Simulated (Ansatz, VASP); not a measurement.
# Cross-check of Ga2AsP (random alloy of the zinc-blende GaP-GaAs line, x = 0.5) between VASP and Ansatz, part 2 of 2

Aim: how closely do two programs agree when they are given the same cell, functional and k mesh? Of the first pair: The structure shown is the start of the Ansatz relaxation below; VASP solves that cell, so the two are compared at the walk's first step.

VASP 6.6.1 and Ansatz 0.2.0.

So far: The starting structure; Ansatz: relaxation, PBE.

## 3. VASP: single point, PBE, start cell, pair 1

Level of this step: PBE; plane waves and PAW (Ga_d, As, P) (VASP).

The same cell, functional, mesh and smearing now go to VASP, with its own data sets.

Lines of VASP's logs that name or quote its potential files are left out, and so is its time.

INCAR reads:

```
SYSTEM = Ga2AsP
PREC = Accurate
ENCUT = 400
EDIFF = 1E-06
NELM = 120
ISMEAR = -1
SIGMA = 0.025
LREAL = Auto
ALGO = Normal
GGA = PE
NBANDS = 336
LORBIT = 11
LWAVE = .FALSE.
LCHARG = .FALSE.
ISIF = 2
LASPH = .TRUE.
GGA_COMPAT = .FALSE.
EFERMI = MIDGAP
NCORE = 2
```

POSCAR reads:

```
Ga2AsP
1.0
   11.2600000000      0.0000000000      0.0000000000
    0.0000000000     11.2600000000      0.0000000000
    0.0000000000      0.0000000000     11.2600000000
Ga As P
32 16 16
Direct
    0.0028863233      0.9989076377      0.9990586146
    0.0030994671      0.2486500888      0.2505683837
    0.2494316163      0.9993161634      0.2520071048
    0.2500710480      0.2510390764      0.9980461812
    0.0015985790      0.9987921847      0.4997779751
    0.9987744227      0.2492984014      0.7487833037
    0.2480195382      0.0004174067      0.7529484902
    0.2486678508      0.2530106572      0.5000888099
    0.0002131439      0.5011012433      0.0005328597
    0.9996269982      0.7510390764      0.2514920071
    0.2486589698      0.5022291297      0.2509058615
    0.2520071048      0.7526998224      0.0038809947
    0.0002841918      0.5015630551      0.5005595027
    0.0004085258      0.7513499112      0.7496092362
    0.2503463588      0.5002131439      0.7488099467
    0.2521314387      0.7503285968      0.4993339254
    0.4993872114      0.0000799290      0.9988987567
    0.5007193606      0.2510479574      0.2480639432
    0.7495293073      0.0000621670      0.2475577265
    0.7506216696      0.2476731794      0.9999289520
    0.4999644760      0.9986234458      0.5022557726
    0.5028863233      0.2506039076      0.7478685613
    0.7478241563      0.0009769094      0.7514120782
    0.7514209591      0.2500799290      0.4996714032
    0.5009413854      0.5002397869      0.0001420959
    0.4994493783      0.7456838366      0.2518472469
    0.7497602131      0.4997868561      0.2500266430
    0.7504440497      0.7494671403      0.0008792185
    0.5038898757      0.4966341030      0.4988543517
    0.5000799290      0.7496003552      0.7523623446
    0.7477442274      0.5005595027      0.7508880995
    0.7510035524      0.7504262877      0.5004973357
    0.1230905861      0.1265364121      0.1209058615
    0.1233392540      0.1245204263      0.6259413854
    0.3744671403      0.6258703375      0.3748667851
    0.3725222025      0.8724333925      0.1241030195
    0.1246358792      0.8753285968      0.8757282416
    0.6253019538      0.3763232682      0.3733126110
    0.8755595027      0.1265008881      0.3734724689
    0.8721314387      0.3769893428      0.1257282416
    0.6265275311      0.3746802842      0.8739342806
    0.8738898757      0.1259236234      0.8729662522
    0.6261012433      0.6254085258      0.1262078153
    0.6288809947      0.8757815275      0.3748223801
    0.8746891652      0.8767495560      0.1253818828
    0.6265985790      0.6294937833      0.6245559503
    0.6244937833      0.8762078153      0.8744316163
    0.8748667851      0.8770603908      0.6256571936
    0.1245559503      0.3776021314      0.3713410302
    0.3730461812      0.1246891652      0.3734369449
    0.3770337478      0.3765985790      0.1258880995
    0.1234991119      0.3738099467      0.8749822380
    0.3763232682      0.1246625222      0.8734191829
    0.3738721137      0.3753374778      0.6287300178
    0.1243694494      0.6229662522      0.1243783304
    0.1266518650      0.8755062167      0.3765719361
    0.1214120782      0.6244582593      0.6264742451
    0.3756660746      0.6252220249      0.8770071048
    0.3738721137      0.8757460036      0.6251420959
    0.6262433393      0.1242095915      0.1271669627
    0.6284902309      0.1216962700      0.6272024867
    0.8748223801      0.3765364121      0.6263321492
    0.8730106572      0.6240763766      0.3732326821
    0.8773001776      0.6247957371      0.8738987567
```

KPOINTS reads:

```
Automatic mesh
0
Gamma
1 1 1
0 0 0
```

Potentials, in the order of the species: Ga_d, As and P (PBE family, release 64).

The run is started by

```
$ mpirun -np 8 vasp_gam
```

Numbers of over 12 decimals in the logs are rounded to 6 here.

The log of the run:

```text
[banner, memory and clock lines left out]
running    8 mpi-ranks, on    1 nodes
[...]
LDA part: xc-table for (Slater+PW92), standard interpolation
 POSCAR, INCAR and KPOINTS ok, starting setup
[...]
entering main loop
       N       E                     dE             d eps       ncg     rms          rms(c)
DAV:   1     0.911196439229E+04    0.91120E+04   -0.20132E+05   728   0.248E+03
DAV:   2     0.219633996695E+04   -0.69156E+04   -0.66821E+04   672   0.703E+02
DAV:   3     0.349466018124E+02   -0.21614E+04   -0.20349E+04   848   0.244E+02
DAV:   4    -0.260548029326E+03   -0.29549E+03   -0.28252E+03   832   0.873E+01
[...]
DAV:  16    -0.271351117491E+03   -0.95331E-05   -0.12946E-04  1056   0.563E-02    0.963E-03
DAV:  17    -0.271351120951E+03   -0.34594E-05   -0.39086E-05   720   0.213E-02    0.855E-03
DAV:  18    -0.271351120982E+03   -0.30777E-07   -0.41189E-06   560   0.176E-02
   1 F= -.27135112E+03 E0= -.27135112E+03  d E =-.334701E-06
```

OUTCAR, selected parts (step 3):

```text
  Total        0.8045010      0.9265231      1.0354550      1.0866034      1.3315513     -1.6147254
  in kB        0.9028633      1.0398044      1.1620549      1.2194570      1.4943534     -1.8121498
  external PRESSURE =       1.0349075 kB  Pullay stress =       0.0000000 kB

 POSITION                                       TOTAL-FORCE (eV/Angst)
 -----------------------------------------------------------------------------------
      0.03250     11.24770     11.24940        -0.557387      0.188790     -0.074276
      0.03490      2.79980      2.82140        -0.042248      0.684348      0.065558
      2.80860     11.25230      2.83760        -0.128442      0.156243      0.266057
      2.81580      2.82670     11.23800         0.525140      0.384929     -0.294273
      0.01800     11.24640      5.62750         0.122469     -0.173003     -0.408292
     11.24620      2.80710      8.43130        -0.013031      0.875003      0.048084
      2.79270      0.00470      8.47820         0.876847      0.064363     -0.258722
      2.80000      2.84890      5.63100         0.312365      0.172219     -0.359654
      0.00240      5.64240      0.00600         0.211829      0.141767     -0.410921
     11.25580      8.45670      2.83180         0.364442     -0.444058      0.244927
      2.79990      5.65510      2.82520        -0.203079     -0.445248     -0.557525
      2.83760      8.47540      0.04370        -0.518309     -1.231613     -0.527930
      0.00320      5.64760      5.63630        -0.207452     -0.123967     -0.152986
      0.00460      8.46020      8.44060        -0.164762     -0.700942      0.037474
[...]
-----------------------------------------------------------------------------------
    total drift:                               -0.000013      0.009864     -0.021554

  FREE ENERGIE OF THE ION-ELECTRON SYSTEM (eV)
  ---------------------------------------------------
  free  energy   TOTEN  =      -271.3511209815 eV

  energy  without entropy=     -271.3511206468  energy(sigma->0) =     -271.35112081

[... 2 further parts left out ...]
```

The run ends at a pressure of 0.10 GPa, with forces up to 1.4 eV/Å.

## 4. Side by side

Known differences besides the potentials themselves: the data sets hold 736 valence electrons in Ansatz (on its default PAW (the set named soft_2) files) and 576 in VASP; the cutoff is 420 eV in Ansatz and 400 eV in VASP (PREC = Accurate, projectors in real space). Total energies have different zeros and are not compared.

Forces on 8 of the 64 atoms, those with the largest forces and the largest differences (eV/Å; atoms numbered as in POSCAR):

```
atom          Ansatz x, y, z            VASP x, y, z
 Ga6    -0.012, 0.857, 0.049    -0.013, 0.875, 0.048
 Ga7    0.859, 0.062, -0.259    0.877, 0.064, -0.259
Ga12  -0.515, -1.213, -0.524  -0.518, -1.232, -0.528
Ga16    -0.600, 0.320, 0.609    -0.607, 0.331, 0.618
Ga23   -0.024, 0.173, -0.350   -0.034, 0.183, -0.361
Ga29    -0.739, 0.147, 0.685    -0.750, 0.143, 0.695
Ga31    0.954, 0.194, -0.155    0.969, 0.196, -0.156
As36     0.635, 0.520, 0.599     0.638, 0.521, 0.604
```

The forces differ by 6.3 meV/Å r.m.s., which is 1.8 % of the r.m.s. force of 0.349 eV/Å (both taken over all components).

## 5. Ansatz: relaxation, PBE

This run makes the geometry at which the two programs are then compared.

The structure compared here is the end of the Ansatz relaxation.

This is the run of step 2 again, met here at its other cell.

## 6. VASP: single point, PBE, relaxed cell, pair 2

The same cell, functional, mesh and smearing now go to VASP, with its own data sets.

Edit INCAR of step 3 so:

```diff
@@ -2,3 +2,3 @@
 PREC = Accurate
-ENCUT = 400
+ENCUT = 500
 EDIFF = 1E-06
```

POSCAR reads:

```
Ga2AsP
1.0
   11.2589660000     -0.0001030000     -0.0000230000
   -0.0001030000     11.2589430000      0.0000240000
   -0.0000230000      0.0000240000     11.2559270000
Ga As P
32 16 16
Direct
    0.0014900000      0.0001200000      0.9997700000
    0.0043000000      0.2546200000      0.2540500000
    0.2503300000      0.9998400000      0.2572600000
    0.2529300000      0.2537900000      0.9954100000
    0.0040100000      0.9967300000      0.4972600000
    0.0016600000      0.2576200000      0.7499700000
    0.2561900000      0.0009800000      0.7507700000
    0.2531700000      0.2546400000      0.4966900000
    0.0044000000      0.5026800000      0.9969100000
    0.0050200000      0.7462900000      0.2532700000
    0.2464300000      0.4966200000      0.2468300000
    0.2498800000      0.7433500000      0.0009100000
    0.0021100000      0.4999200000      0.5003300000
    0.0012900000      0.7432600000      0.7492900000
    0.2497800000      0.4997100000      0.7487200000
    0.2466200000      0.7526700000      0.5043600000
    0.4988500000      0.0068600000      0.9997400000
    0.4957700000      0.2477700000      0.2471600000
    0.7460300000      0.0041100000      0.2468600000
    0.7459000000      0.2486800000      0.0041000000
    0.4965800000      0.0037400000      0.5032300000
    0.4963600000      0.2482400000      0.7465000000
    0.7461000000      0.0031600000      0.7454700000
    0.7500900000      0.2505600000      0.5073900000
    0.4933300000      0.4993800000      0.9992700000
    0.4996800000      0.7503500000      0.2504600000
    0.7538700000      0.5028800000      0.2539300000
    0.7538000000      0.7463900000      0.9952300000
    0.4959400000      0.4962100000      0.5039700000
    0.4928900000      0.7499500000      0.7501300000
    0.7563900000      0.4997200000      0.7507700000
    0.7534300000      0.7467500000      0.4964300000
    0.1283500000      0.1272700000      0.1260200000
    0.1278600000      0.1273400000      0.6242000000
    0.3713300000      0.6240100000      0.3761800000
    0.3737700000      0.8761700000      0.1249600000
    0.1273200000      0.8723700000      0.8739600000
    0.6240500000      0.3734000000      0.3760700000
    0.8753500000      0.1263600000      0.3762100000
    0.8773400000      0.3770400000      0.1250300000
    0.6230900000      0.3746300000      0.8738200000
    0.8742100000      0.1274500000      0.8739500000
    0.6251300000      0.6238400000      0.1238400000
    0.6241000000      0.8771600000      0.3764300000
    0.8761600000      0.8732100000      0.1262300000
    0.6249200000      0.6241900000      0.6261200000
    0.6229200000      0.8759600000      0.8740900000
    0.8762600000      0.8732800000      0.6244700000
    0.1266300000      0.3773400000      0.3762300000
    0.3747300000      0.1265200000      0.3762700000
    0.3727600000      0.3744500000      0.1239100000
    0.1273200000      0.3781000000      0.8738000000
    0.3758300000      0.1275800000      0.8738400000
    0.3728200000      0.3742800000      0.6260100000
    0.1253800000      0.6229200000      0.1251000000
    0.1265300000      0.8729700000      0.3763000000
    0.1256400000      0.6230900000      0.6249600000
    0.3718700000      0.6230100000      0.8739100000
    0.3738300000      0.8762600000      0.6252300000
    0.6214300000      0.1266600000      0.1251400000
    0.6218500000      0.1266400000      0.6249000000
    0.8774200000      0.3773300000      0.6250800000
    0.8796300000      0.6239300000      0.3762200000
    0.8787000000      0.6228700000      0.8738800000
```

KPOINTS is that of step 3.

The run is started by

```
$ mpirun -np 8 vasp_gam
```

The log of the run:

```text
[... set-up lines as in an earlier step ...]
 entering main loop
       N       E                     dE             d eps       ncg     rms          rms(c)
DAV:   1     0.102275432124E+05    0.10228E+05   -0.22744E+05   720   0.282E+03
DAV:   2     0.249755865165E+04   -0.77300E+04   -0.74684E+04   672   0.814E+02
DAV:   3     0.888742081284E+02   -0.24087E+04   -0.22781E+04   840   0.273E+02
DAV:   4    -0.255113948114E+03   -0.34399E+03   -0.32872E+03   800   0.953E+01
[...]
DAV:  16    -0.272491093164E+03   -0.36955E-04   -0.41668E-04  1000   0.781E-02    0.128E-02
DAV:  17    -0.272491099255E+03   -0.60916E-05   -0.68329E-05   840   0.347E-02    0.104E-02
DAV:  18    -0.272491100158E+03   -0.90255E-06   -0.80241E-06   680   0.144E-02
   1 F= -.27249110E+03 E0= -.27249110E+03  d E =-.388506E-06
```

OUTCAR, selected parts (step 6):

```text
  Total        0.6615763      0.6810209      0.6451612      0.0108177      0.0031699      0.0053831
  in kB        0.7428705      0.7647044      0.7244384      0.0121469      0.0035594      0.0060446
  external PRESSURE =       0.7440044 kB  Pullay stress =       0.0000000 kB

 POSITION                                       TOTAL-FORCE (eV/Angst)
 -----------------------------------------------------------------------------------
      0.01675      0.00137     11.25334         0.004234     -0.001463     -0.000356
      0.04838      2.86676      2.85957         0.007190      0.010363      0.008373
      2.81835     11.25712      2.89572         0.001530     -0.000741      0.017132
      2.84768      2.85740     11.20426         0.005815      0.005407     -0.006989
      0.04503     11.22214      5.59715         0.009101     -0.010840     -0.006101
      0.01865      2.90055      8.44161        -0.001097      0.015529      0.002071
      2.88442      0.01103      8.45061         0.013236      0.000094      0.001226
      2.85039      2.86696      5.59071         0.007273      0.010037     -0.006709
      0.04946      5.65967     11.22116         0.007666      0.006863     -0.010032
      0.05644      8.40244      2.85081         0.006508     -0.009710      0.006222
      2.77449      5.59140      2.77831        -0.010325     -0.009080     -0.008194
      2.81331      8.36931      0.01025         0.000302     -0.014023      0.001225
      0.02369      5.62858      5.63169         0.002210      0.001035     -0.002553
      0.01443      8.36834      8.43397        -0.000857     -0.016461     -0.000183
[...]
-----------------------------------------------------------------------------------
    total drift:                                0.007380      0.010483      0.001753

  FREE ENERGIE OF THE ION-ELECTRON SYSTEM (eV)
  ---------------------------------------------------
  free  energy   TOTEN  =      -272.4911001580 eV

  energy  without entropy=     -272.4910997695  energy(sigma->0) =     -272.49109996

[... 1 part as in an earlier step ...]

[... 1 further part left out ...]
```

The run ends at a pressure of 0.07 GPa, with forces up to 0.018 eV/Å.

## 7. Comparison

What differs besides the data sets and the points named for the pairs above, as far as they apply: the data sets hold 736 valence electrons in Ansatz (on its default PAW (the set named soft_2) files) and 576 in VASP; the cutoff is 420 eV in Ansatz and 500 eV in VASP (PREC = Accurate, projectors in real space). Total energies have different zeros and are not compared.

The two programs side by side:

```
              quantity  Ansatz   VASP  difference
        pressure (GPa)    0.00   0.07       -0.07
gap on the k mesh (eV)   0.784  0.784      +0.001
```

The largest component of a force difference here is 16 meV/Å. A gap on the mesh is an upper bound, since the band edges may lie between its points.

## 8. Results

| Property | Result |
| --- | --- |
| r.m.s. force difference (single point, PBE, start cell, pair 1) | 1.8 % of the r.m.s. force |
| difference in gap on the k mesh (single point, PBE, relaxed cell, pair 2) | 8.7e-4 eV |

What this shows: The r.m.s. force difference is 1.8 % of the r.m.s. force (single point, PBE, start cell, pair 1), within the 3 % picked in this series as the mark of a large difference. The data sets hold unlike numbers of valence electrons (736 in Ansatz and 576 in VASP), so part of the differences may come from the potentials. Such differences can come from data sets, numerical settings and the points named under the comparisons, not from the functional's error against experiment.

[Lines on the potential files, build, host, timing and source positions are cut from VASP's logs without a mark.]

[Logs are printed without paths, hosts, clocks, repeated set-up lines and the standing remarks that a program may print on its own settings, such as how far it seeks lower states.]

[Hosts, paths, dates, database ids (printed as entryN), source tags and the programs' standing remarks are cut or masked in the printed files.]
